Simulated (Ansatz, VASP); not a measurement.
One calculation of Ge, two programs

File INCAR:

```
PREC = Accurate
ENCUT = 520
EDIFF = 1E-7
ISMEAR = -1
SIGMA = 0.1
LREAL = False
LASPH = True
NELM = 100
ALGO = Normal
ISIF = 2
LWAVE = False
LCHARG = True
GGA = PE
LELF = True
LVHAR = True
NBANDS = 13
```

File KPOINTS:

```
Automatic mesh
0
Gamma
  18 18 18
```

The input POSCAR:

```
Ge
1.0
   -1.6480415715      1.6480415715      1.6480415715
    1.6480415715     -1.6480415715      1.6480415715
    1.6480415715      1.6480415715     -1.6480415715
Ge
1
Direct
    0.0000000000      0.0000000000      0.0000000000
```

Input for Ansatz:

```yaml
crystal:
  lattice:
    - [-1.6480415715, 1.6480415715, 1.6480415715]
    - [1.6480415715, -1.6480415715, 1.6480415715]
    - [1.6480415715, 1.6480415715, -1.6480415715]
  atoms:
    - { symbol: Ge, position: [0.0, 0.0, 0.0] }
kpoints:
  mp_grid: { grid: [18, 18, 18] }
  band_path:
    path:
      - [0.0, 0.0, 0.0]
      - [0.5, -0.5, 0.5]
      - [0.0, 0.0, 0.5]
      - [0.0, 0.0, 0.0]
      - [0.25, 0.25, 0.25]
      - [0.5, -0.5, 0.5]
      - [0.25, 0.25, 0.25]
      - [0.0, 0.0, 0.5]
    npoints: 8
scf:
  occupations: { method: fermi_dirac, width: 0.1 }
hamiltonian:
  xc: pbe
  pseudopotentials: { kind: paw }
output:
  forces: true
  stress: true
  eigenvalues: true
  populations: true
```

This isn't the form of Ge at room conditions, which is diamond.

Alike in both runs: task single point; functional PBE; k mesh 18 × 18 × 18; occupations fermi-dirac, width 0.1 eV; no spin polarisation.

```csv
,VASP,Ansatz
version,VASP 6.6.1,Ansatz 0.2.0
potentials or method,"VASP PAW PBE potentials, release 64 (Ge_d)","PAW with Ansatz's default frozen-core files, scalar-relativistic"
plane-wave cutoff (eV),520,420
valence electrons in the cell,14,14
```

```csv
,VASP,Ansatz,Ansatz less VASP
gap on the k mesh at the Fermi level (eV),none,none,-
pressure (GPa),5.7,5.7,-0.06
```

A gap of «none» marks a metal or a gap that the smearing closes.
